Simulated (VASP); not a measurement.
## AgCl: single point with LDA

Crystal: AgCl.

```xyz
2
Lattice="0.0000 2.7731 2.7731 2.7731 0.0000 2.7731 2.7731 2.7731 0.0000" Properties=species:S:1:pos:R:3 pbc="T T T"
Ag    2.7731    2.7731    2.7731
Cl    0.0000    0.0000    0.0000
```

| Item | Value |
| --- | --- |
| Program | VASP 6.6.1 |
| Task | single point |
| Functional | LDA |
| Potentials or basis | VASP PAW LDA potentials, release 64 (Ag, Cl) |
| Cutoff | 520 eV |
| k mesh | 9 × 9 × 9 |
| Occupations | fermi-dirac, width 0.01 eV |
| Spin | no spin polarisation |

The pressure is -5.6 GPa. The band gap on the k mesh is 0.69 eV, indirect (least direct gap 2.92 eV).

Levels at points of the mesh, in eV from the valence-band top:
| k point | band 6 | band 7 | band 8 | band 9 | band 10 | band 11 | band 12 | band 13 |
| --- | --- | --- | --- | --- | --- | --- | --- | --- |
| (0.00, 0.00, 0.00) | -2.44 | -2.26 | -2.26 | -2.26 | 0.69 | 10.79 | 10.79 | 10.79 |

It took 8.6 s on 1 thread of Intel(R) Xeon(R) 6975P-C (Granite Rapids), on a shared host, peak memory 0.16 GiB.

The gap isn't set beside the measured one, since this odd mesh misses points on the zone boundary.

Caveat: an odd mesh through Γ misses points on the zone boundary, where band edges often lie.
